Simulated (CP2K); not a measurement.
GaP:

```
CELL_PARAMETERS angstrom
3.85409 0.00000 0.00000
1.92704 3.33774 0.00000
1.92704 1.11258 3.14685
ATOMIC_POSITIONS crystal
Ga 0.00000 0.00000 0.00000
P 0.75000 0.75000 0.75000
```

Base run:

| Item | Value |
| --- | --- |
| Program | CP2K 2026.2 |
| Functional | PBEsol |
| Potentials or basis | POTENTIAL_UZH Ga GTH-PBE-q13, P GTH-PBE-q5; TZVP-MOLOPT-PBE-GTH basis |
| Density cutoff | 9184 eV |
| k mesh | 8 × 8 × 8 |
| Occupations | fermi-dirac, width 0.05 eV |
| Spin | no spin polarisation |

Its results: band gap on the k mesh 1.51 eV, indirect (least direct gap 1.69 eV); pressure 0.3 GPa.

Problem. After a change of settings the same cell gave: band gap on the k mesh 1.66 eV, indirect (least direct gap 1.78 eV); pressure 3.0 GPa. Which change was it?
A. functional from PBEsol to TPSS
B. functional from PBEsol to LDA
C. functional from PBEsol to PBE
D. functional from PBEsol to AM05

Solution. C.

PBE binds less tightly than PBEsol, so the same cell stands under more pressure.

Caveats: the basis of atomic orbitals isn't converged, which shifts pressures, moduli and gaps; the potentials were made for another functional, which shifts forces and pressure (some runs).
